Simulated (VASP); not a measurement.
**H6C3F4: single point with PBE+D3(BJ)**

H6C3F4:

```
CELL_PARAMETERS angstrom
8.93659 0.00000 0.00000
0.00000 8.93659 0.00000
0.00000 0.00000 8.93659
ATOMIC_POSITIONS crystal
C 0.12270 0.01129 0.31462
C 0.28254 0.01447 0.24722
C 0.99138 0.25576 0.93201
C 0.84229 0.22954 0.85393
C 0.63881 0.59999 0.01579
C 0.63147 0.59884 0.84447
C 0.10880 0.81412 0.88015
C 0.84032 0.30754 0.39830
C 0.75524 0.76361 0.43745
H 0.10914 0.90087 0.38072
H 0.07273 0.11191 0.37578
H 0.01994 0.02052 0.22540
H 0.35871 0.91639 0.27974
H 0.25996 0.98567 0.13910
H 0.35098 0.11445 0.23899
H 0.04117 0.36937 0.93152
H 0.98820 0.24052 0.05151
H 0.09365 0.16769 0.88745
H 0.79468 0.12238 0.86680
H 0.76341 0.31257 0.90347
H 0.85026 0.26140 0.73415
H 0.55789 0.68869 0.03799
H 0.61504 0.48902 0.07249
H 0.75128 0.63772 0.05663
H 0.72114 0.53720 0.79166
H 0.53560 0.53416 0.82036
H 0.63710 0.71300 0.80794
F 0.10886 0.66260 0.89376
F 0.05709 0.85245 0.74899
F 0.02724 0.84445 0.99906
F 0.24385 0.87743 0.89138
F 0.83242 0.16859 0.34095
F 0.97914 0.31161 0.45397
F 0.82714 0.39838 0.29376
F 0.74439 0.33549 0.51223
F 0.64114 0.66068 0.47215
F 0.84670 0.70804 0.33666
F 0.69112 0.88909 0.39320
F 0.83263 0.80084 0.57204
```

The cell was built by a generator and needn't be a form met in nature.

```json
{
  "Program": "VASP 6.6.1",
  "Task": "single point",
  "Functional": "PBE",
  "Dispersion": "D3(BJ)",
  "Potentials or basis": "VASP PAW PBE potentials, release 64 (C, H, F)",
  "Cutoff": "520 eV",
  "k mesh": "1 × 1 × 1",
  "Occupations": "fermi-dirac, width 0.02 eV",
  "Spin": "no spin polarisation",
  "Dipole correction": "no",
  "Further INCAR settings": "LREAL = Auto; ALGO = Normal; EDIFF = 1e-07; NBANDS = 94"
}
```

```
Pressure                   : 0.4 GPa
Largest force              : 4.991 eV/Å
Band gap on the k mesh     : 5.61 eV, direct
Dispersion energy per atom : -0.025 eV
```

Forces in eV/Å, atoms in the order of the input:
```
C   -2.508  0.275  0.092
C    0.287 -1.098  1.640
C    2.923 -1.902 -0.840
C    0.544  2.823 -0.168
C    1.011 -0.109  0.202
C    1.286 -0.855  1.150
C    0.558 -1.716  0.879
C    1.229 -2.856  2.766
C   -0.926 -0.083  2.783
H   -0.199  1.592 -0.654
H    1.748 -1.278  0.250
H    2.379 -0.946  0.969
H   -0.870  1.135  0.379
H   -0.164 -0.566 -3.196
H   -0.162  0.569  0.562
H   -0.384 -0.129 -0.898
H   -0.338 -0.710  0.785
H   -2.311  2.068  0.936
H   -0.315 -1.448  0.159
H    0.010 -0.414 -0.224
H   -0.053 -0.400  0.420
H   -0.272 -0.167  1.097
H   -0.111  1.021 -0.538
H   -0.602 -0.112 -0.147
H    0.671 -0.168 -0.168
H   -1.577 -0.080 -0.953
H   -0.451  0.557 -0.656
F    1.319 -0.926 -1.260
F   -1.153  0.471 -0.801
F   -1.302  2.318  0.758
F    0.656 -0.239  0.368
F   -1.598 -0.837  0.120
F    1.146  0.907  1.006
F   -0.954  3.550 -3.376
F   -0.313 -0.376 -0.552
F    1.575  0.969 -0.398
F    0.257 -0.129 -0.038
F   -0.205  0.310 -0.601
F   -0.833 -1.018 -1.851
```

Stress tensor (GPa, compression positive):
```
-0.72  0.00  0.39
 0.00  0.34 -0.07
 0.39 -0.07  1.56
```

Levels at points of the mesh, in eV from the valence-band top:
```tsv
k point	band 67	band 68	band 69	band 70	band 71	band 72
(0.00, 0.00, 0.00)	-0.82	-0.59	0.00	5.61	7.00	7.07
```

Wall time 5.1 min on 1 thread of Intel(R) Xeon(R) Platinum 8375C CPU @ 2.90GHz (Ice Lake) (shared host), peak memory 0.66 GiB.

Caveat: the standard files for N, O and F lose accuracy on very short bonds. As with any semilocal functional, this PBE gap is likely too small.
